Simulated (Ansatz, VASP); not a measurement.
# Al: VASP beside Ansatz

INCAR

```
PREC = Accurate
ENCUT = 520
EDIFF = 1E-6
ISMEAR = 0
SIGMA = 0.15
LREAL = F
LASPH = T
NELM = 80
ALGO = Normal
ISIF = 2
LWAVE = F
LCHARG = T
GGA = PE
LELF = T
LVHAR = T
NBANDS = 8
```

KPOINTS

```
regular mesh
0
Gamma
  22 22 22
```

The input POSCAR:

```
Al
1.0
   -1.4172935368      1.4172935368      2.2191982200
    1.4172935368     -1.4172935368      2.2191982200
    1.4172935368      1.4172935368     -2.2191982200
Al
1
Direct
    0.0000000000      0.0000000000      0.0000000000
```

Input for Ansatz:

```yaml
crystal:
  lattice:
    - [-1.4172935368, 1.4172935368, 2.21919822]
    - [1.4172935368, -1.4172935368, 2.21919822]
    - [1.4172935368, 1.4172935368, -2.21919822]
  atoms:
    - { symbol: Al, position: [0.0, 0.0, 0.0] }
basis:
  ecutwfc: 420
kpoints:
  mp_grid: { grid: [22, 22, 22] }
hamiltonian:
  xc: pbe
scf:
  occupations: { method: gaussian, width: 0.15 }
output:
  forces: true
  stress: true
  eigenvalues: true
```

Alike in both runs: task single point; functional PBE; k mesh 22 × 22 × 22; occupations gaussian, width 0.15 eV; no spin polarisation.

```csv
,VASP,Ansatz
version,VASP 6.6.1,Ansatz 0.2.0
potentials or method,"VASP PAW PBE potentials, release 64 (Al)","scalar-relativistic, plane waves, PAW"
plane-wave cutoff (eV),520,420
valence electrons in the cell,3,3
```

|  | VASP | Ansatz | Ansatz less VASP |
| --- | --- | --- | --- |
| gap on the k mesh at the Fermi level (eV) | none | none | - |
| pressure (GPa) | -4.5 | -4.5 | +0.03 |
| largest component of the traceless stress (GPa) | 2.42 | 2.44 | +0.016 |

A gap of «none» marks a metal or a gap that the smearing closes. With one functional, cell and mesh, what is left measures potentials, basis and numerics.
